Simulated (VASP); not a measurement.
# HgTe (I-4m2) in VASP: further runs

One crystal, HgTe, is run at these levels: LDA; tasks: equation of state.

Program: VASP 6.6.1. These are calculated values, not measurements. Logs are shortened: lines on timing, memory, paths and dates and some standing lists are left out, and cuts for length are marked.

### 1 The crystal as given

It takes space group I-4m2 (No. 119, tetragonal). The conventional cell has a = 5.837 Å, b = 5.837 Å, c = 3.044 Å, α = 90.00°, β = 90.00°, γ = 90.00°. Hg (site symmetry -4m2) is surrounded by 4 Te at 3.02 Å and 2 Hg at 3.04 Å. Around Te (site symmetry -4m2) lie 4 Hg at 3.02 Å and 2 Te at 3.04 Å.

Measurements of this composition are mostly on another form, of space group No. 216.

### 2 Equation of state, LDA, 24.89 Å³/atom (a relaxed cell with its volume scaled by 0.96)

File INCAR:

```
SYSTEM = HgTe
ALGO = Fast
EDIFF = 1E-6
ENCUT = 520
GGA = CA
ISIF = 2
ISMEAR = -1
LASPH = .TRUE.
LCHARG = .FALSE.
LREAL = .FALSE.
LWAVE = .FALSE.
NELM = 100
PREC = Accurate
SIGMA = 0.05
```

File KPOINTS:

```
k-points
0
G
  8 8 8
  0 0 0
```

File POSCAR:

```
HgTe                                    
1.0
   -2.8789626668      2.8789626668      1.5016496939
    2.8789626668     -2.8789626668      1.5016496939
    2.8789626668      2.8789626668     -1.5016496939
  Hg              Te            
     1     1
Direct
     0.7500000000000000    0.2500000000000000    0.5000000000000000
     0.0000000000000000    0.0000000000000000    0.0000000000000000
```

Potentials or basis: VASP PAW LDA potentials, release 64 (Hg, Te).

Command:

```
cat potpaw_LDA.64/Hg/POTCAR potpaw_LDA.64/Te/POTCAR > POTCAR
mpirun -np 1 vasp_std > vasp.out
```

OUTCAR:

```text
SYSTEM = HgTe
   EDIFF = 1E-6
   ENCUT = 520
   GGA = CA
   ISIF = 2
   ISMEAR = -1
   LASPH = .TRUE.
   LREAL = .FALSE.
   NELM = 100
   PREC = Accurate

 ion  position               nearest neighbor table
   1  0.750  0.250  0.500-   2 2.98   2 2.98   2 2.98   2 2.98   2 3.66   2 3.66   2 3.66   2 3.66

   2  0.000  0.000  0.000-   1 2.98   1 2.98   1 2.98   1 2.98   1 3.66   1 3.66   1 3.66   1 3.66

  LATTYP: Found a body centered tetragonal cell.
 ALAT       =     5.7579253336
 C/A-ratio  =     0.5215940141

  Lattice vectors:

 A1 = (  -2.8789626668,   2.8789626668,   1.5016496939)
 A2 = (   2.8789626668,  -2.8789626668,   1.5016496939)
 A3 = (   2.8789626668,   2.8789626668,  -1.5016496939)

Analysis of symmetry for initial positions (statically):
=====================================================================
 Subroutine PRICEL returns:
 Original cell was already a primitive cell.

 Routine SETGRP: Setting up the symmetry group for a
 body centered tetragonal supercell.

 Subroutine GETGRP returns: Found  8 space group operations
 (whereof  8 operations were pure point group operations)
 out of a pool of 16 trial point group operations.

The static configuration has the point symmetry D_2d.

Analysis of symmetry for dynamics (positions and initial velocities):
=====================================================================
 Subroutine PRICEL returns:
 Original cell was already a primitive cell.

 Routine SETGRP: Setting up the symmetry group for a
 body centered tetragonal supercell.

 Subroutine GETGRP returns: Found  8 space group operations
 (whereof  8 operations were pure point group operations)
 out of a pool of 16 trial point group operations.

The dynamic configuration has the point symmetry D_2d.

 Subroutine INISYM returns: Found  8 space group operations
 (whereof  8 operations are pure point group operations),
 and found     1 'primitive' translations

----------------------------------------------------------------------------------------

                                     Primitive cell

  volume of cell :      49.7852

  direct lattice vectors                    reciprocal lattice vectors
    -2.878962667  2.878962667  1.501649694     0.000000000  0.173673666  0.332967137
     2.878962667 -2.878962667  1.501649694     0.173673666  0.000000000  0.332967137
     2.878962667  2.878962667 -1.501649694     0.173673666  0.173673666  0.000000000

  length of vectors
     4.339562637  4.339562637  4.339562637     0.375539155  0.375539155  0.245611654

  position of ions in fractional coordinates (direct lattice)
[... 91 lines left out ...]
   NUPDOWN=      -1.0000    fix difference up-down
   EMIN   =  10.00;   EMAX   =-10.00  energy-range for DOS
   EFERMI =   0.00;   METHOD = LEGACY
   ISMEAR =    -1;   SIGMA  =   0.05  broadening in eV -4-tet -1-fermi 0-gaus
   EFERMI_NEDOS =   21; number of points for ismear=-14 and -15
   IALGO  =     68    algorithm
   IMIX   =      4    mixing-type and parameters
     AMIX     =   0.40;   BMIX     =  1.00
     AMIX_MAG =   1.60;   BMIX_MAG =  1.00
  volume/ion in A,a.u.               =      24.89       167.98
  Fermi-wavevector in a.u.,A,eV,Ry     =   1.166269  2.203929 18.506422  1.360184
  Thomas-Fermi vector in A             =   2.302784
   LORBIT       =      0    0 simple, 1 ext, 2 COOP (PROOUT), +10 PAW based schemes
   GGA     = CA    functional components
   LHFCALC =     F    Hartree Fock is set to
   AEXX    =    0.0000 exact exchange contribution
   IVDW    =     0    specifies the selected vdW correction
   LEPSILON=     F    determine dielectric tensor
   LRPA    =     F    only Hartree local field effects (RPA)
 non-spin polarized calculation
 RMM-DIIS sequential band-by-band and
  energy-cutoff  :      520.00
  volume of cell :       49.79
 maximum number of plane-waves:      1362
   NGX = 17   NGY = 17   NGZ = 17

 number of electron      18.0000004 magnetization

 Free energy of the ion-electron system (eV)
  ---------------------------------------------------
  ext. energy  EPLUGINS =         0.00000000
  ---------------------------------------------------
  free energy    TOTEN  =        -4.85414602 eV

  energy without entropy =       -4.85007257  energy(sigma->0) =       -4.85210930

 E-fermi :   6.0929     XC(G=0): -10.8045

 val. band max:        5.8281142736   @ k =  -0.2500  -0.3750   0.1250
 cond. band min:       6.0972160105   @ k =  -0.2500   0.5000   0.1250
 fundamental gap:      0.2691017370
 Fermi energy:         6.0928717379

 k-point     1 :       0.0000    0.0000    0.0000
  band No.  band energies     occupation
      1      -7.5484      2.00000
      2      -2.0891      2.00000
      3      -1.3184      2.00000
      4      -1.1746      2.00000
      5      -0.5839      2.00000
      6      -0.5839      2.00000
      7       2.6081      2.00000
      8       3.0702      2.00000
      9       3.0702      2.00000
     10       9.9115      0.00000
     11      10.5180      0.00000
     12      13.4791      0.00000
     13      13.4791      0.00000
[... 354 lines left out ...]
  band No.  band energies     occupation
      1      -4.4655      2.00000
      2      -1.7516      2.00000
      3      -1.3831      2.00000
      4      -1.0743      2.00000
      5      -0.9293      2.00000
      6      -0.6736      2.00000
      7       0.7969      2.00000
      8       3.1558      2.00000
      9       4.0287      2.00000
     10       7.3492      0.00000
     11       8.9757      0.00000
     12      10.9390      0.00000
     13      12.1490      0.00000

 [... further k-points ...]

------------------------ aborting loop because EDIFF is reached ----------------------------------------

  FORCE on cell =-STRESS in cart. coord.  units (eV):
  Direction    XX          YY          ZZ          XY          YZ          ZX
  --------------------------------------------------------------------------------------
  -------------------------------------------------------------------------------------
  Total        0.8455153      0.8455153      0.9719243      0.0000000      0.0000000      0.0000000
  in kB       27.2101767     27.2101767     31.2782412      0.0000000      0.0000000      0.0000000
  external PRESSURE =      28.5661982 kB  Pullay stress =       0.0000000 kB

 VOLUME and BASIS-vectors are now :
 -----------------------------------------------------------------------------
  energy-cutoff  :      520.00
  volume of cell :       49.79
      direct lattice vectors                 reciprocal lattice vectors
    -2.878962667  2.878962667  1.501649694     0.000000000  0.173673666  0.332967137
     2.878962667 -2.878962667  1.501649694     0.173673666  0.000000000  0.332967137
     2.878962667  2.878962667 -1.501649694     0.173673666  0.173673666  0.000000000

 POSITION                                       TOTAL-FORCE (eV/Angst)
 -----------------------------------------------------------------------------------
     -0.00000      2.87896      0.75082        -0.000000      0.000000      0.000000
      0.00000      0.00000      0.00000         0.000000     -0.000000     -0.000000
 -----------------------------------------------------------------------------------
    total drift:                               -0.000000      0.000000      0.000000

  FREE ENERGIE OF THE ION-ELECTRON SYSTEM (eV)
  ---------------------------------------------------
  free  energy   TOTEN  =        -4.8541460245 eV

  energy  without entropy=       -4.8500725747  energy(sigma->0) =       -4.85210930
```

OSZICAR:

```text
N       E                     dE             d eps       ncg     rms          rms(c)
DAV:   1     0.104515534619E+03    0.10452E+03   -0.81854E+03  1534   0.122E+03
DAV:   2    -0.142376461356E+01   -0.10594E+03   -0.10033E+03  1709   0.278E+02
DAV:   3    -0.499719564418E+01   -0.35734E+01   -0.35480E+01  1859   0.507E+01
DAV:   4    -0.501665695321E+01   -0.19461E-01   -0.19457E-01  1634   0.387E+00
DAV:   5    -0.501684774416E+01   -0.19079E-03   -0.19079E-03  1849   0.428E-01    0.975E+00
RMM:   6    -0.486603340963E+01    0.15081E+00   -0.36449E-01  1537   0.508E+00    0.651E+00
RMM:   7    -0.485595449662E+01    0.10079E-01   -0.55490E-02  1577   0.131E+00    0.183E+00
RMM:   8    -0.485414918719E+01    0.18053E-02   -0.52101E-03  1618   0.748E-01    0.163E-01
RMM:   9    -0.485413930039E+01    0.98868E-05   -0.39380E-04  1701   0.183E-01    0.493E-02
RMM:  10    -0.485414465181E+01   -0.53514E-05   -0.59514E-05  1717   0.748E-02    0.457E-02
RMM:  11    -0.485414896332E+01   -0.43115E-05   -0.25801E-05  1678   0.559E-02    0.480E-02
RMM:  12    -0.485414594510E+01    0.30182E-05   -0.12432E-05  1582   0.399E-02    0.594E-03
RMM:  13    -0.485414602452E+01   -0.79422E-07   -0.10589E-06   995   0.963E-03
   1 F= -.48541460E+01 E0= -.48521093E+01  d E =-.407345E-02
```

stdout:

```text
POSCAR found type information on POSCAR HgTe
 POSCAR found :  2 types and       2 ions
 scaLAPACK will be used
 LDA part: xc-table for (Slater(with rela. corr.)+CA(PZ))
 , standard interpolation
 POSCAR, INCAR and KPOINTS ok, starting setup
 FFT: planning ... GRIDC
 FFT: planning ... GRID_SOFT
 FFT: planning ... GRID
 WAVECAR not read
 entering main loop
```

Run time: 32 s. Hardware: 1 thread of Intel Xeon Platinum 8259CL at 2.50GHz (Skylake/Cascade Lake), shared host; peak memory 0.18 GiB.

What came out:

| Property | Result |
| --- | --- |
| Free energy | -4.8541 eV |
| Pressure | 2.9 GPa |
| Band gap on the k mesh | none (metal or under the smearing width) |

### 3 Equation of state, LDA, 25.41 Å³/atom (a relaxed cell with its volume scaled by 0.98)

INCAR is that of step 2.

KPOINTS is that of step 2.

File POSCAR:

```
HgTe                                    
1.0
   -2.8988182092      2.8988182092      1.5120062259
    2.8988182092     -2.8988182092      1.5120062259
    2.8988182092      2.8988182092     -1.5120062259
  Hg              Te            
     1     1
Direct
     0.7500000000000000    0.2500000000000000    0.5000000000000000
     0.0000000000000000    0.0000000000000000    0.0000000000000000
```

Potentials or basis: VASP PAW LDA potentials, release 64 (Hg, Te).

Command:

```
cat potpaw_LDA.64/Hg/POTCAR potpaw_LDA.64/Te/POTCAR > POTCAR
mpirun -np 1 vasp_std > vasp.out
```

It took 26 s on 1 thread of Intel Xeon Platinum 8259CL at 2.50GHz (Skylake/Cascade Lake), shared host; peak memory 0.18 GiB.

The run converged. Its results:

```
Free energy            : -4.8678 eV
Pressure               : 1.3 GPa
Band gap on the k mesh : none (metal or under the smearing width)
```

### 4 Equation of state, LDA, 25.93 Å³/atom

INCAR is that of step 3.

KPOINTS is that of step 3.

File POSCAR:

```
HgTe                                    
1.0
   -2.9184054129      2.9184054129      1.5222227941
    2.9184054129     -2.9184054129      1.5222227941
    2.9184054129      2.9184054129     -1.5222227941
  Hg              Te            
     1     1
Direct
     0.7500000000000000    0.2500000000000000    0.5000000000000000
     0.0000000000000000    0.0000000000000000    0.0000000000000000
```

Command:

```
cat potpaw_LDA.64/Hg/POTCAR potpaw_LDA.64/Te/POTCAR > POTCAR
mpirun -np 1 vasp_std > vasp.out
```

Run time: 39 s. Hardware: 1 thread of Intel Xeon Platinum 8259CL at 2.50GHz (Skylake/Cascade Lake), shared host; peak memory 0.2 GiB.

It converged, with:

- Free energy: -4.8722 eV
- Pressure: 0.0 GPa
- Band gap on the k mesh: none (metal or under the smearing width)

### 5 Equation of state, LDA, 26.45 Å³/atom (a relaxed cell with its volume scaled by 1.02)

INCAR is that of step 4.

KPOINTS is that of step 4.

File POSCAR:

```
HgTe                                    
1.0
   -2.9377331643      2.9377331643      1.5323040336
    2.9377331643     -2.9377331643      1.5323040336
    2.9377331643      2.9377331643     -1.5323040336
  Hg              Te            
     1     1
Direct
     0.7500000000000000    0.2500000000000000    0.5000000000000000
     0.0000000000000000    0.0000000000000000    0.0000000000000000
```

Command:

```
cat potpaw_LDA.64/Hg/POTCAR potpaw_LDA.64/Te/POTCAR > POTCAR
mpirun -np 1 vasp_std > vasp.out
```

Wall time 43 s (1 thread of Intel Xeon Platinum 8259CL at 2.50GHz (Skylake/Cascade Lake), shared host); peak memory 0.2 GiB.

It converged, with:

```
Free energy            : -4.8684 eV
Pressure               : -1.2 GPa
Band gap on the k mesh : none (metal or under the smearing width)
```

### 6 Equation of state, LDA, 26.97 Å³/atom (a relaxed cell with its volume scaled by 1.04)

INCAR is that of step 5.

KPOINTS is that of step 5.

File POSCAR:

```
HgTe                                    
1.0
   -2.9568098883      2.9568098883      1.5422543386
    2.9568098883     -2.9568098883      1.5422543386
    2.9568098883      2.9568098883     -1.5422543386
  Hg              Te            
     1     1
Direct
     0.7500000000000000    0.2500000000000000    0.5000000000000000
     0.0000000000000000    0.0000000000000000    0.0000000000000000
```

Potentials or basis: VASP PAW LDA potentials, release 64 (Hg, Te).

Command:

```
cat potpaw_LDA.64/Hg/POTCAR potpaw_LDA.64/Te/POTCAR > POTCAR
mpirun -np 1 vasp_std > vasp.out
```

It took 48 s on 1 thread of Intel Xeon Platinum 8259CL at 2.50GHz (Skylake/Cascade Lake), shared host; peak memory 0.2 GiB.

Results (log left out):

```
Free energy            : -4.8573 eV
Pressure               : -2.3 GPa
Band gap on the k mesh : none (metal or under the smearing width)
```

### 7 Equation of state, LDA

No new run: the results of the series are fitted here.

What came out:

* Equilibrium volume: 25.94 Å³/atom
* Bulk modulus at fixed shape and positions: 63 GPa
* Pressure derivative of the bulk modulus: 5.3 (rough: it moves with the points fitted)

Energy against volume, from the lowest point:
```tsv
volume (Å³/atom)	energy (meV/atom)
24.893	9.03
25.411	2.20
25.930	0.00
26.448	1.92
26.967	7.44
```

Caveat: the cell was scaled at fixed shape and fractional positions, which overstates the stiffness of a crystal with free parameters, most of all of layers and chains. The run has no spin-orbit coupling, so splittings on Hg, Te are missing.
